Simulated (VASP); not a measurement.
Wanted: the native input for a VASP 6.6.1 run.

* Task: optical spectrum
* Functional: r2SCAN-EpsX
* Potentials or basis: VASP PAW PBE potentials, release 64 (K_sv, F_s)
* Cutoff: 400 eV
* k mesh: 4 × 4 × 4
* Occupations: fermi-dirac, width 0.1 eV
* Spin: no spin polarisation
* Grid for exact exchange (PRECFOCK): Fast
* Exchange at q = 0: default
* Share of exact exchange: 0.4711
* Further INCAR settings: ALGO = Normal; EDIFF = 1e-06; NBANDS = 56

Crystal: KF.

```
K F
1.0
     3.25895    0.00000    0.00000
     0.00000    3.25895    0.00000
     0.00000    0.00000    3.25895
K F
1 1
Direct
  0.00000 0.00000 0.00000
  0.50000 0.50000 0.50000
```

The cell comes from a database or a generator and needn't be the stable form of this composition.

These files were run (other wordings do the same):

POSCAR

```
KF
3.259
    0.999986192083      0.000000000000      0.000000000000
    0.000000000000      0.999986192083      0.000000000000
    0.000000000000      0.000000000000      0.999986192083
K F
1 1
Direct
    0.0000000000      0.0000000000      0.0000000000
    0.5000000000      0.5000000000      0.5000000000
```

INCAR.step1

```
SYSTEM = KF
PREC = Accurate
ENCUT = 400
EDIFF = 1E-8
ISMEAR = -1
SIGMA = 0.1
LREAL = .False.
LASPH = .True.
NELM = 100
ALGO = Normal
ISIF = 2
LWAVE = .False.
LCHARG = .False.
GGA = PE
LEPSILON = .True.
```

KPOINTS.step1

```
Automatic mesh
0
G
  8 8 8
  0 0 0
```

INCAR.step2

```
SYSTEM = KF
PREC = Accurate
ENCUT = 400
EDIFF = 1E-5
ISMEAR = -1
SIGMA = 0.1
LREAL = .False.
LASPH = .True.
NELM = 100
ALGO = Normal
ISIF = 2
LWAVE = .True.
LCHARG = .False.
NBANDS = 56
GGA = PE
```

KPOINTS.step2

```
Automatic mesh
0
Gamma
  4 4 4
  0 0 0
```

INCAR.step3

```
SYSTEM = KF
PREC = Accurate
ENCUT = 400
EDIFF = 1E-6
ISMEAR = -1
SIGMA = 0.1
LREAL = .False.
LASPH = .True.
NELM = 100
ALGO = Normal
ISIF = 2
LWAVE = .False.
LCHARG = .False.
METAGGA = R2SCAN
LHFCALC = .True.
AEXX = 0.4711
LMIXTAU = .True.
PRECFOCK = Fast
LOPTICS = .True.
NBANDS = 56
NEDOS = 2000
CSHIFT = 0.1
ISTART = 1
```

KPOINTS.step3

```
Automatic mesh
0
Gamma
  4 4 4
  0 0 0
```

Potentials or basis: VASP PAW PBE potentials, release 64 (K_sv, F_s).

Command:

```console
$ cat potpaw_PBE.64/K_sv/POTCAR potpaw_PBE.64/F_s/POTCAR > POTCAR
$ cp INCAR.step1 INCAR
$ cp KPOINTS.step1 KPOINTS
$ mpirun -np 1 vasp_std > vasp.out
$ cp INCAR.step2 INCAR
$ cp KPOINTS.step2 KPOINTS
$ mpirun -np 1 vasp_std > vasp.out
$ cp INCAR.step3 INCAR
$ cp KPOINTS.step3 KPOINTS
$ mpirun -np 1 vasp_std > vasp.out
```

It gave:

- Pressure: -4.0 GPa
- Band gap on the k mesh: 11.88 eV, indirect (least direct gap 11.93 eV)

Caveat: the k mesh is coarse (spacing up to 0.48 Å⁻¹), so the values aren't converged, least of all with exact exchange; spectra need much finer meshes, so this one isn't converged; independent-particle spectra lack excitons; the PAW data sets were made with another functional, which shifts forces and pressure a little.

Wall time 4.6 min on 1 thread of AMD EPYC 9R45 96-Core Processor (Zen 5), with other jobs on the host, peak memory 0.16 GiB.
